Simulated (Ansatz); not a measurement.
The system is Mg.

```
Mg
1.0
     0.00000    2.30257    2.30257
     2.30257    0.00000    2.30257
     2.30257    2.30257    0.00000
Mg
1
Direct
  0.00000 0.00000 0.00000
```

This isn't the form of Mg at room conditions, which is hcp.

The cell isn't the ideal one: volume scaled by 1.08.

```yaml
Program: Ansatz 0.2.0
Task: relaxation of cell and atoms
Functional: revPBE
Dispersion: D4
Potentials_or_basis: all-electron LAPW, scalar-relativistic
Basis_error_allowed: 0.001 eV/atom
k_mesh: 8 × 8 × 8
Occupations: fermi-dirac, width 0.05 eV
Spin: non-collinear spin, program default start
```

At the start: volume 24.42 Å³/atom.

**Question.** Where does the relaxation end?

**Answer.** Over 10 steps the energy falls by 12.1 meV/atom and the volume is 23.27 Å³/atom (-4.7 %); space group Fm-3m (No. 225, to 0.05 Å); moment 0.00 μB per cell.

The path:
```csv
step,energy change (eV),largest force (eV/Å),volume (Å³)
1,0.0000,0.0000,24.42
2,-0.0002,0.0000,24.41
3,-0.0102,0.0000,23.55
4,-0.0116,0.0000,23.24
5,-0.0120,0.0000,23.30
6,-0.0120,0.0000,23.30
7,-0.0122,0.0000,23.27
8,-0.0122,0.0000,23.27
9,-0.0122,0.0000,23.27
10,-0.0121,0.0000,23.27
```

Final structure:
```xyz
1
Lattice="0.0000 2.2659 2.2659 2.2659 0.0000 2.2659 2.2659 2.2659 0.0000" Properties=species:S:1:pos:R:3 pbc="T T T"
Mg    0.0000    0.0000    0.0000
```
